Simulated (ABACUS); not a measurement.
Runs of ABACUS 3.10.1 on InP. Symmetry: F-43m, No. 216, cubic system. The conventional cell has a = 5.861 Å, b = 5.861 Å, c = 5.861 Å, α = 90.00°, β = 90.00°, γ = 90.00°. Around In (site symmetry -43m) lie 4 P at 2.54 Å. Around P (site symmetry -43m) lie 4 In at 2.54 Å. 

```tsv
task	level	potentials or basis	cell	k mesh	cutoff (eV)	SCF threshold on the density	eigensolver	symmetry key	threshold of the eigensolver	path	mesh quality	gap on the mesh (eV)	pressure (GPa)	V0 of scaled cells (Å³/atom)	B0 (GPa)
equation of state	TM	SG15 ONCV 1.2 PBE, plane waves	as given	5 × 5 × 5	1116	1e-08	dav	1	-	-	coarse	-	-	(a)	68
equation of state	LDA	PseudoDojo NC SR 0.4.1 LDA standard, DZP LCAO (the cutoffs set its grid)	as given	7 × 7 × 7	1361	1e-07	scalapack_gvx	1	-	-	not flagged	-	-	(c)	71
single point	revPBE	PseudoDojo NC SR 0.4.1 PBE standard, plane waves	as given	6 × 6 × 6	966	1e-08	dav	1	-	-	not flagged	0.80	4.6	-	-
single point	SCAN	SG15 ONCV 1.2 PBE, DZP LCAO (the cutoffs set its grid)	as given	6 × 6 × 6	1361	1e-07	genelpa	1	-	-	not flagged	(b)	1.0	-	-
single point	AM05	SSSP 1.3 efficiency PBE, plane waves	as given	6 × 6 × 6	748	1e-08	dav	1	-	-	not flagged	0.68	1.2	-	-
equation of state	PBE	PseudoDojo NC SR 0.4.1 PBE standard, plane waves	as given	8 × 8 × 8	966	1e-08	dav	1	-	-	not flagged	-	-	26.48	60
single point	rSCAN	SG15 ONCV 1.2 PBE, plane waves	as given	5 × 5 × 5	1116	1e-08	dav	1	-	-	not flagged	0.74	0.3	-	-
relaxation of cell and atoms	AM05	SSSP 1.3 efficiency PBE, plane waves	relaxed	6 × 6 × 6	748	1e-08	dav	1	-	-	not flagged	0.58	0.0	-	-
single point	BP86	PseudoDojo NC SR 0.5 PBE stringent, plane waves	as given	6 × 6 × 6	1116	1e-08	dav	1	-	-	not flagged	0.64	3.8	-	-
```

Alike in all rows: no spin polarisation; smearing fermi-dirac 0.05 eV.

Problem. Estimate the missing entries.

Solution. (a) 25.45; (b) 0.91; (c) 24.95.

Caveats: some runs use coarse meshes; the potentials were made for another functional, which shifts forces and pressure (some runs); spin-orbit coupling is left out, which moves the levels of the heavy elements (some runs); the atomic orbitals were generated for these runs and aren't a published set (some runs); the basis of atomic orbitals isn't converged, which shifts pressures, moduli and gaps (some runs); an odd mesh through Γ misses points on the zone boundary, where band edges often lie (some runs).

A k mesh can miss the band edges, and the runs leave out spin-orbit coupling on In.

Not every run made on this cell is shown here.
